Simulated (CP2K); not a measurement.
**Ir in CP2K: the effect of functional**

Crystal: Ir.

```
CELL_PARAMETERS angstrom
2.70907 0.00000 0.00000
1.35453 2.34612 0.00000
1.35453 0.78204 2.21194
ATOMIC_POSITIONS crystal
Ir 0.00000 0.00000 0.00000
```

Alike in all runs:

| Item | Value |
| --- | --- |
| Program | CP2K 2026.2 |
| Task | single point |
| Potentials or basis | POTENTIAL_UZH Ir GTH-PBE-q17; TZVP-MOLOPT-PBE-GTH basis |
| Density cutoff | 9184 eV |
| k mesh | 12 × 12 × 12 |
| Occupations | fermi-dirac, width 0.05 eV |
| Spin | no spin polarisation |

```tsv
functional	pressure (GPa)
PBE	9.2
LDA	-6.2
PBEsol	-1.7
AM05	-4.4
WC	?
BLYP	27.1
HLE17	-20.2
```

**Question.** What does the run with functional WC give?

**Answer.** Pressure 1.5 GPa.

Caveats: the basis of atomic orbitals isn't converged, which shifts pressures, moduli and gaps; the potentials were made for another functional, which shifts forces and pressure (some runs); the potentials were made for a functional far from this one (some runs).
